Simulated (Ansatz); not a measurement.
Consider GeO2 (space group P3_121, No. 152).

```
CELL_PARAMETERS angstrom
      5.09349     0.00000     0.00000
     -2.54674     4.41109     0.00000
      0.00000     0.00000     5.76775
ATOMIC_POSITIONS crystal
  Ge 0.45565 0.00000 0.83333
  Ge 0.00000 0.45565 0.16667
  Ge 0.54435 0.54435 0.50000
  O  0.39740 0.29816 0.74186
  O  0.70184 0.09924 0.07519
  O  0.90076 0.60260 0.40853
  O  0.09924 0.70184 0.92481
  O  0.29816 0.39740 0.25814
  O  0.60260 0.90076 0.59147
```

Cartesian axes are those of the cell as printed.

The values are results of Kohn–Sham DFT with the PBE functional, run in Ansatz (a quantum-chemistry and plane-wave program) with PAW and 420 eV plane waves, no spin-orbit coupling, not measurements.

Before the change:

- Smallest direct gap = 3.29 eV
- Gap character = indirect, K → Γ
- Volume per atom = 14.40 Å³

One thing is altered: uniaxial stress, 1 GPa tension along z; all other stress components relax to zero.

Q: What does the calculation give for the smallest direct gap, energy relative to the base, gap character and volume per atom after the change?

A: The smallest direct gap decreases by 0.01 eV to 3.28 eV; the energy grows by 0.5 meV/atom; the gap character is still indirect, K → Γ; the volume per atom goes up by 0.07 Å³ (14.40 Å³ → 14.47 Å³).

Load acts through the strain it causes; cell and atoms are relaxed under it. Stability under load was not tested beyond the relaxation.
